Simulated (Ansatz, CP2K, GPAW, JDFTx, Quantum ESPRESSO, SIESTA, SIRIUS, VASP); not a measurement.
One calculation of CdSe, 9 ways

```
Cd Se
1.0
     4.30000    0.00000    0.00000
    -2.15000    3.72391    0.00000
     0.00000    0.00000    7.02000
Cd Se
2 2
Direct
  0.66667 0.33333 0.50000
  0.33333 0.66667 0.00000
  0.66667 0.33333 0.88500
  0.33333 0.66667 0.38500
```

Alike in all runs: task single point; functional PBEsol; k mesh 7 × 7 × 4; occupations fermi-dirac, width 0.05 eV; no spin polarisation; no spin-orbit coupling. Pressure is positive in compression and, in plane waves, holds the error of the finite cutoff.

| program and potentials | plane-wave cutoff (eV) | notes | pressure (GPa) | largest force (eV/Å) |
| --- | --- | --- | --- | --- |
| SIRIUS, PseudoDojo 0.4.1 PBEsol standard (scalar relativistic) | 1388 | 18 valence electrons an atom on average | 0.15 | 0.267 |
| GPAW, PAW data sets generated for this functional | 600 | 9 valence electrons an atom on average | -0.03 | 0.266 |
| JDFTx, PseudoDojo-SR-PBEsol-0.4.1-standard with smoothed tails | 1388 | 18 valence electrons an atom on average | 0.16 | 0.266 |
| SIESTA, files PseudoDojo sr-pbesol-0.4.1-standard, DZP (energy shift 0.003 Ry; two zetas on semicore shells) | - | atomic basis; 18 valence electrons an atom on average | 0.41 | 0.306 |
| Ansatz, all-electron LAPW, scalar-relativistic | - | - | 0.17 | 0.265 |
| Quantum ESPRESSO, GBRV 1.5 PBEsol | 612 | 9 valence electrons an atom on average | 0.38 | 0.270 |
| SIRIUS, all-electron FP-LAPW, apw+lo standard | - | - | - | 0.265 |
| CP2K, POTENTIAL_UZH Cd GTH-PBE-q12, Se GTH-PBE-q6; TZVP-MOLOPT-PBE-GTH basis | - | atomic basis; potentials made for PBE; 9 valence electrons an atom on average | 1.27 | 0.303 |
| VASP, PBE PAW files Cd, Se, 520 eV | 520 | potentials made for PBE; 9 valence electrons an atom on average | 0.50 | 0.275 |

Force on atom 1 (Cd), eV/Å:

```csv
program and potentials,x,y,z
"SIRIUS, PseudoDojo 0.4.1 PBEsol standard (scalar relativistic)",0.000,0.000,0.267
"GPAW, PAW data sets generated for this functional",0.000,0.000,0.265
"JDFTx, PseudoDojo-SR-PBEsol-0.4.1-standard with smoothed tails",0.000,0.000,0.266
"SIESTA, files PseudoDojo sr-pbesol-0.4.1-standard, DZP (energy shift 0.003 Ry; two zetas on semicore shells)",0.000,0.000,0.306
"Ansatz, all-electron LAPW, scalar-relativistic",0.000,0.000,0.265
"Quantum ESPRESSO, GBRV 1.5 PBEsol",0.000,0.000,0.270
"SIRIUS, all-electron FP-LAPW, apw+lo standard",0.000,0.000,0.241
"CP2K, POTENTIAL_UZH Cd GTH-PBE-q12, Se GTH-PBE-q6; TZVP-MOLOPT-PBE-GTH basis",0.000,0.000,0.303
"VASP, PBE PAW files Cd, Se, 520 eV",0.000,0.000,0.275
```

The pressure spans -0.03 (GPAW, PAW data sets generated for this functional) to 1.27 GPa (CP2K, POTENTIAL_UZH Cd GTH-PBE-q12, Se GTH-PBE-q6; TZVP-MOLOPT-PBE-GTH basis), with all-electron results at 0.17. Rows in atomic bases carry the error of their basis and grid, which can be large.

Differences between rows come from potentials, basis sets and numerical settings, since the functional is the same but for its coding. Runs on potential files found faulty are left out.
